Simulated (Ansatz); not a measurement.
# TiTe2: response to strain

Aim: deform TiTe2 (equal xy, yz and zx engineering shear strains of -2 %) and compute stress, forces and field gradients with LAPW, PAW and all-electron datasets made for the crystal.

Method: DFT PBEsol, scalar-relativistic, in Ansatz 0.2.0.

### 1 Starting point

It takes space group P-3m1 (No. 164, trigonal). The conventional cell has a = 3.777 Å, b = 3.777 Å, c = 6.498 Å, α = 90.00°, β = 90.00°, γ = 120.00°. Ti (site symmetry -3m) is surrounded by 6 Te at 2.77 Å. Te (site symmetry 3m) is surrounded by 3 Ti at 2.77 Å.

Coordinates:

```xyz
3
Lattice="3.7770 0.0000 0.0000 -1.8885 3.2710 0.0000 0.0000 0.0000 6.4980" Properties=species:S:1:pos:R:3 pbc="T T T"
Ti    0.0000    0.0000    0.0000
Te    1.8885    1.0903    1.7077
Te    0.0000    2.1807    4.7903
```

Atoms are numbered in the order of the input: Ti1, Te2, Te3.

### 2 The deformed structure

Space group P-3m1 before, P-1 after.

### 3 LAPW, all electrons

Contents of input.yaml:

```yaml
crystal:
  lattice:
    - [3.7770008876, -0.0377700089, -0.0377700089]
    - [-1.921210231, 3.2898637232, -0.0138247828]
    - [-0.06498, -0.06498, 6.498]
  atoms:
    - { symbol: Ti, position: [0.0, 0.0, 0.0] }
    - { symbol: Te, position: [0.6666666667, 0.3333333333, 0.2628] }
    - { symbol: Te, position: [0.3333333333, 0.6666666667, 0.7372] }
kpoints:
  mp_grid: { grid: [13, 13, 7] }
  band_path:
    path:
      - [0.0, 0.0, 0.0]
      - [0.0, 0.0, 0.5]
      - [-0.5, 0.5, 0.0]
      - [0.0, 0.0, 0.0]
      - [0.0, -0.5, 0.0]
      - [-0.5, 0.0, 0.5]
      - [0.0, 0.0, 0.0]
      - [-0.5, 0.0, 0.0]
      - [0.0, -0.5, 0.5]
    npoints: 5
scf:
  occupations: { method: fermi_dirac, width: 0.03 }
hamiltonian:
  xc: pbesol
  pseudopotentials: { kind: all_electron, lapw: { basis_error: 0.001 } }
output:
  forces: true
  stress: true
  eigenvalues: true
```

Launch:

```
> ansatz run input.yaml --threads 1 --pin off --max-ram 4096MiB --backend cpu --events-out ev --progress --plain --runs-dir out
```

### 4 PAW on the default files

Contents of input.yaml:

```yaml
crystal:
  lattice:
    - [3.7770008876, -0.0377700089, -0.0377700089]
    - [-1.921210231, 3.2898637232, -0.0138247828]
    - [-0.06498, -0.06498, 6.498]
  atoms:
    - { symbol: Ti, position: [0.0, 0.0, 0.0] }
    - { symbol: Te, position: [0.6666666667, 0.3333333333, 0.2628] }
    - { symbol: Te, position: [0.3333333333, 0.6666666667, 0.7372] }
kpoints:
  mp_grid: { grid: [13, 13, 7] }
scf:
  occupations: { method: fermi_dirac, width: 0.03 }
hamiltonian:
  xc: pbesol
  pseudopotentials: { kind: paw }
output:
  forces: true
  stress: true
  eigenvalues: true
  efg: { contact_densities: true }
  write_density: true
  write_potential: true
  elf: true
  volumetric_format: npy
```

### 5 All-electron PAW on datasets made for the crystal

input.yaml: that of step 4 with these lines changed.

```diff
@@ -15,3 +15,3 @@
   xc: pbesol
-  pseudopotentials: { kind: paw }
+  pseudopotentials: { kind: all_electron, datasets: crystal }
 output:
@@ -21,5 +21 @@
   efg: { contact_densities: true }
-  write_density: true
-  write_potential: true
-  elf: true
-  volumetric_format: npy
```

(Steps that only read results are left out.)

Q: Predict the outcome of this session. Wanted: pressure; largest shear or deviatoric stress.

As calculated:

| quantity | value |
| --- | --- |
| pressure | LAPW -2.12, PAW -2.13, crystal datasets -2.13 GPa |
| largest shear or deviatoric stress (LAPW) | 1.54 GPa |

**Reading.** The largest part of the stress beyond the pressure is 1.54 GPa in size, in the xz component; the atoms are carried along and not relaxed. No run of the undeformed cell stands beside it, so pressure and stress hold what the given cell had before the change, as far as its symmetry allows. PAW: stress within 0.01 GPa of LAPW, forces within 1 meV/Å. Crystal datasets: stress within 0.01 GPa of LAPW, forces within 1 meV/Å. Spin-orbit coupling is left out, though the cell holds Te; in elements this heavy it can shift bands and gaps by tenths of an eV.
